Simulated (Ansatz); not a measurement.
# MgTe: the cost of one run

The runs shown are made with Ansatz 0.2.0. G0W0, plane waves. Spin-unpolarised throughout. Whether this structure exists isn't addressed.

## (1) The system as given

The cell was relaxed beforehand with r2SCAN.

Space group F-43m (No. 216), cubic; conventional cell a = 6.466 Å, 33.80 Å³ an atom. Near Mg stand 4 Te at 2.80 Å; near Te stand 4 Mg at 2.80 Å.

As a file:

```
Mg Te
1.0
     0.00000    3.23311    3.23311
     3.23311    0.00000    3.23311
     3.23311    3.23311    0.00000
Mg Te
1 1
Direct
  0.00000 0.00000 0.00000
  0.25000 0.25000 0.25000
```

## (2) 109 empty bands, 80 eV

File input.yaml:

```yaml
crystal:
  lattice:
    - [0.0, 3.2331115443, 3.2331115443]
    - [3.2331115443, 0.0, 3.2331115443]
    - [3.2331115443, 3.2331115443, 0.0]
  atoms:
    - { symbol: Mg, position: [0.0, 0.0, 0.0] }
    - { symbol: Te, position: [0.25, 0.25, 0.25] }
kpoints:
  mp_grid: { grid: [4, 4, 4] }
hamiltonian:
  xc: pbe
scf:
  occupations: { method: fixed }
gw:
  n_empty_bands: 109
  ecut_chi: 80
  qp_bands: [v2, c2]
  qp_kpoints: band_edges
  screening: { model: contour_deformation }
```

The run is started by

```bash
> ansatz run input.yaml --threads 2 --pin off --max-ram 3686MiB --backend cpu --events-out ev --progress --plain --runs-dir out
```

**Question.** How long does this run take on 2 threads of Arm Neoverse V1, shared host, and how much memory does it need?

About 15 s, with a peak of 0.38 GiB.
